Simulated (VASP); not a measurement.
Here is a VASP 6.6.1 calculation.

INCAR

```
PREC     = Accurate       # precision mode
ENCUT    = 520            # plane-wave cutoff, eV
EDIFF    = 1E-6           # SCF threshold, eV
ISMEAR   = -1             # smearing method
SIGMA    = 0.05           # smearing width, eV
LREAL    = False          # projectors in reciprocal space
LASPH    = True           # aspherical terms in the spheres
NELM     = 150            # most SCF steps
ALGO     = Normal         # electronic algorithm
ISIF     = 2              # what is computed and relaxed
LWAVE    = False          # write WAVECAR
LCHARG   = False          # write CHGCAR
LNONCOLLINEAR= True           # non-collinear magnetism
MAGMOM   = 0.354 0.354 0  # initial moments
LORBIT   = 11             # projections on sites
GGA      = PE             # functional
IVDW     = 13             # dispersion correction
NBANDS   = 13             # bands
```

File KPOINTS:

```
Automatic mesh
0
Gamma
  11 11 11
```

The input POSCAR:

```
Mg
1.0
   -1.9096526645      1.9096526645      1.9096526645
    1.9096526645     -1.9096526645      1.9096526645
    1.9096526645      1.9096526645     -1.9096526645
Mg
1
Direct
    0.0000000000      0.0000000000      0.0000000000
```

Potentials or basis: VASP PAW PBE potentials, release 64 (Mg).

Launch:

```console
$ cat potpaw_PBE.64/Mg/POTCAR > POTCAR
$ mpirun -np 1 vasp_ncl > vasp.out
```

**Question.** What does it give for the net moment?

**Answer.** 0.00 μB per cell.

**Question.** Estimate the pressure.

**Answer.** -5.5 GPa.

**Question.** Estimate the dispersion energy per atom.

**Answer.** -0.136 eV.

**Question.** What does it give for the band gap on the k mesh?

**Answer.** None (metal or under the smearing width).

Moments on the atoms (μB; x, y, z):
```
Mg  0.00 0.00 0.00
```

Caveat: pairwise dispersion overbinds metals, which lowers pressure and volume.
